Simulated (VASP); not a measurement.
H3Rh, 4 atoms in the cell. The structure is cubic, space group Pm-3m (No. 221). The conventional cell has a = 3.325 Å, b = 3.325 Å, c = 3.325 Å, α = 90.00°, β = 90.00°, γ = 90.00°. H (site symmetry 4/mmm) has 2 Rh at 1.66 Å as nearest neighbours. Rh (site symmetry m-3m) has 6 H at 1.66 Å as nearest neighbours. The cell was built by a generator and needn't be a form met in nature.

| Item | Value |
| --- | --- |
| Program | VASP 6.6.1 |
| Task | single point |
| Functional | PBE |
| Potentials or basis | VASP PAW PBE potentials, release 64 (H, Rh_pv) |
| Cutoff | 520 eV |
| k mesh | 8 × 8 × 8 |
| Occupations | fermi-dirac, width 0.05 eV |
| Spin | no spin polarisation |
| Further INCAR settings | ALGO = Normal; EDIFF = 1e-07; NBANDS = 17 |

Potentials or basis: VASP PAW PBE potentials, release 64 (H, Rh_pv).

Run with:

```sh
$ cat potpaw_PBE.64/H/POTCAR potpaw_PBE.64/Rh_pv/POTCAR > POTCAR
$ mpirun -np 1 vasp_std > vasp.out
```

Hardware: 1 thread of Intel(R) Xeon(R) Platinum 8488C (Sapphire Rapids), on a shared host.

How long does it take, and how much memory?

Wall time 13 s on 1 thread of Intel(R) Xeon(R) Platinum 8488C (Sapphire Rapids), with other jobs on the host, peak memory 0.16 GiB. Counts: scf iterations 13, k points 35.
